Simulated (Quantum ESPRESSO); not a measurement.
Ge:

```xyz
4
Lattice="3.9976 0.0000 0.0000 -1.9988 3.4620 0.0000 0.0000 0.0000 6.5994" Properties=species:S:1:pos:R:3 pbc="T T T"
Ge    0.0000    2.3080    6.1843
Ge    1.9988    1.1540    2.8846
Ge    0.0000    2.3080    3.7148
Ge    1.9988    1.1540    0.4151
```

This isn't the form of Ge at room conditions, which is diamond.

| Property | Result |
| --- | --- |
| Program | Quantum ESPRESSO 7.5 |
| Task | single point |
| Functional | PBE |
| Potentials or basis | SSSP 1.3 efficiency PBE |
| Cutoff | 748 eV |
| Density cutoff | 5987 eV |
| k mesh | 8 × 8 × 4 |
| Occupations | fermi-dirac, width 0.05 eV |
| Spin | no spin polarisation |

On this cell: pressure 2.9 GPa; largest force 0.013 eV/Å; band gap on the k mesh 0.13 eV, direct.

The same run follows on a disturbed copy (atoms moved at random, drawn with an rms of 0.05 Å):

```xyz
4
Lattice="3.9976 0.0000 0.0000 -1.9988 3.4620 0.0000 0.0000 0.0000 6.5994" Properties=species:S:1:pos:R:3 pbc="T T T"
Ge   -0.0176    2.3018    6.2007
Ge    2.0309    1.1743    2.8595
Ge    0.0334    2.3214    3.7435
Ge    2.0375    1.1317    0.4037
```

Task: What changes?

Result: The energy moves by +7.8 meV/atom; pressure 2.9 GPa; largest force 0.648 eV/Å; band gap on the k mesh 0.07 eV, direct.

Forces on the atoms (eV/Å):
```
Ge   0.617 -0.141 -0.137
Ge   0.030 -0.084  0.391
Ge  -0.043  0.066 -0.380
Ge  -0.604  0.158  0.125
```

Stress tensor (GPa, compression positive):
```
 2.70  0.76 -0.59
 0.76  2.94  0.20
-0.59  0.20  3.13
```

A k mesh can miss the band edges.
